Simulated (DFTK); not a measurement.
# SiC (Moissanite) (P6_3mc) in DFTK: equation of state

Aim: energy against volume of SiC (Moissanite) in PBEsol, for its equilibrium volume and stiffness.

Program: DFTK 0.8.2. These are calculated values, not measurements. Logs are shortened: lines on timing, memory, paths and dates and some standing lists are left out, and cuts for length are marked.

### Step 1. Starting point

Symmetry: P6_3mc, No. 186, hexagonal system. Conventional cell: a = 3.076 Å, b = 3.076 Å, c = 5.048 Å, α = 90.00°, β = 90.00°, γ = 120.00°. Si (site symmetry 3m) is surrounded by 4 C at 1.87 to 1.94 Å. Around C (site symmetry 3m) lie 4 Si at 1.87 to 1.94 Å.

### Step 2. Equation of state, PBEsol

Contents of run.jl:

```julia
using DFTK
using PseudoPotentialData
using Unitful, UnitfulAtomic
using LinearAlgebra, Printf
include("save.jl")
disable_threading()

# lattice vectors are the columns
lattice = austrip(1u"Å") * [         3.076         -1.538            0.0;
                      0.0    2.663894142            0.0;
                      0.0            0.0          5.048]
symbols   = [:Si, :Si, :C, :C]
positions = [[0.6666666667, 0.3333333333, 0.5],
             [0.3333333333, 0.6666666667, 0.0],
             [0.6666666667, 0.3333333333, 0.885],
             [0.3333333333, 0.6666666667, 0.385]]
pseudopotentials = PseudoFamily("dojo.nc.sr.pbesol.v0_4_1.standard.upf")
elements = Dict(s => ElementPsp(s, pseudopotentials) for s in unique(symbols))
atoms    = [elements[s] for s in symbols]

build_model(lattice, positions; symmetries=true) =
    model_DFT(lattice, atoms, positions;
              functionals=PBEsol(),
              temperature=austrip(0.05u"eV"),
              smearing=Smearing.FermiDirac(),
              symmetries)
Ecut  = 41.0  # hartree
kgrid = [10, 10, 5]
tol   = 1e-6
to_GPa = ustrip(uconvert(u"GPa", 1u"hartree/bohr^3"))

results["points"] = []
for scale in [0.94, 0.96, 0.98, 1.0, 1.02, 1.04, 1.06]
    println("\n=== scale = ", scale)
    model = build_model(cbrt(scale) * lattice, positions)
    basis = PlaneWaveBasis(model; Ecut, kgrid)
    t0 = time()
    scfres = self_consistent_field(basis;
                                   tol,
                                   nbandsalg=AdaptiveBands(model; n_bands_converge=13))
    seconds = time() - t0
    @printf "SCF: %d iterations, %.1f s\n" scfres.n_iter seconds
    forces = compute_forces_cart(scfres)
    stress = compute_stresses_cart(scfres)
    @printf "V = %.5f Å^3  F = %.8f Ha  max force = %.5f eV/Å  p = %.4f GPa\n" ustrip(auconvert(u"Å^3", model.unit_cell_volume)) scfres.energies.total ustrip(auconvert(u"eV/Å", maximum(norm, forces))) (-tr(stress) / 3 * to_GPa)
    push!(results["points"], save_scf!(scfres; forces, stress, d=Dict{String,Any}("seconds" => seconds, "n_matvec" => get(scfres, :n_matvec, 0))))
end

# third-order Birch-Murnaghan fit in x = V^(-2/3)
V = [0.94, 0.96, 0.98, 1.0, 1.02, 1.04, 1.06] * abs(det(lattice))
E = [p["total"] for p in results["points"]]
x = V .^ (-2 / 3)
c = [x .^ 0 x x .^ 2 x .^ 3] \ E
Δ = c[3]^2 - 3c[2] * c[4]
if Δ > 0
    x0 = (-c[3] + sqrt(Δ)) / 3c[4]
    B0 = 4 / 9 * x0^(7 / 2) * (2c[3] + 6c[4] * x0)
    @printf "V0 = %.4f Å^3  B0 = %.2f GPa\n" ustrip(auconvert(u"Å^3", x0^(-3 / 2))) B0 * to_GPa
end
```

Potentials or basis: dojo.nc.sr.pbesol.v0_4_1.standard.upf (PBEsol).

The run is started by

```bash
$ julia --threads=1 run.jl  # save.jl only writes the numbers to a file and isn't shown; printed stress counts tension as positive; times include loading and compiling
```

Standard output:

```text
=== scale = 0.94
n     Energy            log10(ΔE)   log10(Δρ)   Diag   Δtime
---   ---------------   ---------   ---------   ----   ------
  1   -20.32732403045                   -0.41    5.4    10.7s
  2   -20.48364449273       -0.81       -0.82    3.3    9.24s
  3   -20.50538664954       -1.66       -1.47    3.2    9.24s
  4   -20.50603858899       -3.19       -2.10    2.1    6.74s
  5   -20.50612142413       -4.08       -3.15    2.0    6.47s
  6   -20.50612462363       -5.49       -3.54    3.7    9.91s
  7   -20.50612466584       -7.37       -3.90    1.4    5.63s
  8   -20.50612468079       -7.83       -4.92    2.2    7.55s
  9   -20.50612468113       -9.46       -5.75    4.1    9.03s
 10   -20.50612468113      -11.45       -6.12    3.5    8.69s
SCF: 10 iterations, 84.1 s
V = 38.88217 Å^3  F = -20.50612468 Ha  max force = 0.85924 eV/Å  p = 15.8128 GPa

=== scale = 0.96
n     Energy            log10(ΔE)   log10(Δρ)   Diag   Δtime
---   ---------------   ---------   ---------   ----   ------
[... 50 further cycles ...]
  2   -20.49065003980       -0.83       -0.90    3.1    13.2s
  3   -20.50693675041       -1.79       -1.58    3.1    9.31s
  4   -20.50725631668       -3.50       -2.27    1.7    7.22s
  5   -20.50730743043       -4.29       -3.28    2.5    7.52s
  6   -20.50730881365       -5.86       -3.58    4.2    13.2s
  7   -20.50730887909       -7.18       -4.59    1.8    8.04s
  8   -20.50730888157       -8.60       -4.58    3.9    11.6s
  9   -20.50730888207       -9.31       -5.04    1.0    6.44s
 10   -20.50730888216      -10.04       -5.56    2.5    8.74s
 11   -20.50730888217      -11.11       -6.06    2.1    9.10s
SCF: 11 iterations, 108.0 s
V = 43.84585 Å^3  F = -20.50730888 Ha  max force = 0.66727 eV/Å  p = -11.2510 GPa
V0 = 41.4363 Å^3  B0 = 220.92 GPa
```

Wall time 21 min (1 thread of Intel Xeon 6975P-C (Granite Rapids), shared host); peak memory 2.6 GiB.

What came out:

| Quantity | Value |
| --- | --- |
| Equilibrium volume | 10.36 Å³/atom |
| Bulk modulus at fixed shape and positions | 221 GPa |
| Pressure derivative of the bulk modulus | 3.9 |

Energy against volume, from the lowest point:
| volume (Å³/atom) | energy (meV/atom) |
| --- | --- |
| 9.721 | 30.06 |
| 9.927 | 13.27 |
| 10.134 | 3.47 |
| 10.341 | 0.00 |
| 10.548 | 2.28 |
| 10.755 | 9.78 |
| 10.961 | 22.01 |

Caveat: the cell was scaled at fixed shape and fractional positions, which overstates the stiffness of a crystal with free parameters, most of all of layers and chains.

### Step 3. Single point, PBEsol, 9.72 Å³/atom (volume scaled by 0.94)

run.jl is that of step 2.

Potentials or basis: dojo.nc.sr.pbesol.v0_4_1.standard.upf (PBEsol).

The run is started by

```bash
$ julia --threads=1 run.jl  # one pass of the loop, scale = 0.94; save.jl only writes the numbers to a file and isn't shown; printed stress counts tension as positive; times include loading and compiling
```

Standard output:

```text
=== scale = 0.94
n     Energy            log10(ΔE)   log10(Δρ)   Diag   Δtime
---   ---------------   ---------   ---------   ----   ------
  1   -20.32732403045                   -0.41    5.4    10.7s
  2   -20.48364449273       -0.81       -0.82    3.3    9.24s
  3   -20.50538664954       -1.66       -1.47    3.2    9.24s
  4   -20.50603858899       -3.19       -2.10    2.1    6.74s
  5   -20.50612142413       -4.08       -3.15    2.0    6.47s
  6   -20.50612462363       -5.49       -3.54    3.7    9.91s
  7   -20.50612466584       -7.37       -3.90    1.4    5.63s
  8   -20.50612468079       -7.83       -4.92    2.2    7.55s
  9   -20.50612468113       -9.46       -5.75    4.1    9.03s
 10   -20.50612468113      -11.45       -6.12    3.5    8.69s
SCF: 10 iterations, 84.1 s
V = 38.88217 Å^3  F = -20.50612468 Ha  max force = 0.85924 eV/Å  p = 15.8128 GPa
```

It took 84 s on 1 thread of Intel Xeon 6975P-C (Granite Rapids), shared host.

Results:

- Free energy: -558.0001 eV
- Pressure: 15.8 GPa
- Largest force: 0.859 eV/Å
- Band gap on the k mesh: 2.23 eV, indirect (least direct gap 4.09 eV)

Caveat: an odd mesh through Γ misses points on the zone boundary, where band edges often lie.

### Step 4. Single point, PBEsol, 9.93 Å³/atom (volume scaled by 0.96)

run.jl is that of step 3.

The run is started by

```bash
$ julia --threads=1 run.jl  # one pass of the loop, scale = 0.96; save.jl only writes the numbers to a file and isn't shown; printed stress counts tension as positive; times include loading and compiling
```

Run time: 88 s. Hardware: 1 thread of Intel Xeon 6975P-C (Granite Rapids), shared host.

Results (log left out):

* Free energy: -558.0672 eV
* Pressure: 10.1 GPa
* Largest force: 0.823 eV/Å
* Band gap on the k mesh: 2.26 eV, indirect (least direct gap 4.05 eV)

Caveat: an odd mesh through Γ misses points on the zone boundary, where band edges often lie.

### Step 5. Single point, PBEsol, 10.13 Å³/atom (volume scaled by 0.98)

run.jl is that of step 4.

The run is started by

```bash
$ julia --threads=1 run.jl  # one pass of the loop, scale = 0.98; save.jl only writes the numbers to a file and isn't shown; printed stress counts tension as positive; times include loading and compiling
```

Wall time 70 s (1 thread of Intel Xeon 6975P-C (Granite Rapids), shared host).

It converged, with:

```yaml
Free_energy: -558.1065 eV
Pressure: 5.0 GPa
Largest_force: 0.788 eV/Å
Band_gap_on_the_k_mesh: 2.30 eV, indirect (least direct gap 4.01 eV)
```

Caveat: an odd mesh through Γ misses points on the zone boundary, where band edges often lie.

### Step 6. Single point, PBEsol, 10.34 Å³/atom

run.jl is that of step 5.

Potentials or basis: dojo.nc.sr.pbesol.v0_4_1.standard.upf (PBEsol).

The run is started by

```bash
$ julia --threads=1 run.jl  # one pass of the loop, scale = 1.0; save.jl only writes the numbers to a file and isn't shown; printed stress counts tension as positive; times include loading and compiling
```

Run time: 70 s. Hardware: 1 thread of Intel Xeon 6975P-C (Granite Rapids), shared host.

The run converged. Its results:

```
Free energy            : -558.1203 eV
Pressure               : 0.3 GPa
Largest force          : 0.755 eV/Å
Band gap on the k mesh : 2.33 eV, indirect (least direct gap 3.96 eV)
```

Caveat: an odd mesh through Γ misses points on the zone boundary, where band edges often lie.

### Step 7. Single point, PBEsol, 10.55 Å³/atom (volume scaled by 1.02)

run.jl is that of step 6.

The run is started by

```bash
$ julia --threads=1 run.jl  # one pass of the loop, scale = 1.02; save.jl only writes the numbers to a file and isn't shown; printed stress counts tension as positive; times include loading and compiling
```

Run time: 80 s. Hardware: 1 thread of Intel Xeon 6975P-C (Granite Rapids), shared host.

The run converged. Its results:

| Quantity | Value |
| --- | --- |
| Free energy | -558.1112 eV |
| Pressure | -3.9 GPa |
| Largest force | 0.724 eV/Å |
| Band gap on the k mesh | 2.36 eV, indirect (least direct gap 3.92 eV) |

Caveat: an odd mesh through Γ misses points on the zone boundary, where band edges often lie.

### Step 8. Single point, PBEsol, 10.75 Å³/atom (volume scaled by 1.04)

run.jl is that of step 7.

The run is started by

```bash
$ julia --threads=1 run.jl  # one pass of the loop, scale = 1.04; save.jl only writes the numbers to a file and isn't shown; printed stress counts tension as positive; times include loading and compiling
```

Wall time 77 s (1 thread of Intel Xeon 6975P-C (Granite Rapids), shared host).

It converged, with:

| Quantity | Value |
| --- | --- |
| Free energy | -558.0812 eV |
| Pressure | -7.8 GPa |
| Largest force | 0.695 eV/Å |
| Band gap on the k mesh | 2.39 eV, indirect (least direct gap 3.88 eV) |

Caveat: an odd mesh through Γ misses points on the zone boundary, where band edges often lie.

### Step 9. Single point, PBEsol, 10.96 Å³/atom (volume scaled by 1.06)

run.jl is that of step 8.

Potentials or basis: dojo.nc.sr.pbesol.v0_4_1.standard.upf (PBEsol).

The run is started by

```bash
$ julia --threads=1 run.jl  # one pass of the loop, scale = 1.06; save.jl only writes the numbers to a file and isn't shown; printed stress counts tension as positive; times include loading and compiling
```

Run time: 1.8 min. Hardware: 1 thread of Intel Xeon 6975P-C (Granite Rapids), shared host.

Results (log left out):

| Property | Result |
| --- | --- |
| Free energy | -558.0323 eV |
| Pressure | -11.3 GPa |
| Largest force | 0.667 eV/Å |
| Band gap on the k mesh | 2.37 eV, indirect (least direct gap 3.84 eV) |

Caveat: an odd mesh through Γ misses points on the zone boundary, where band edges often lie.
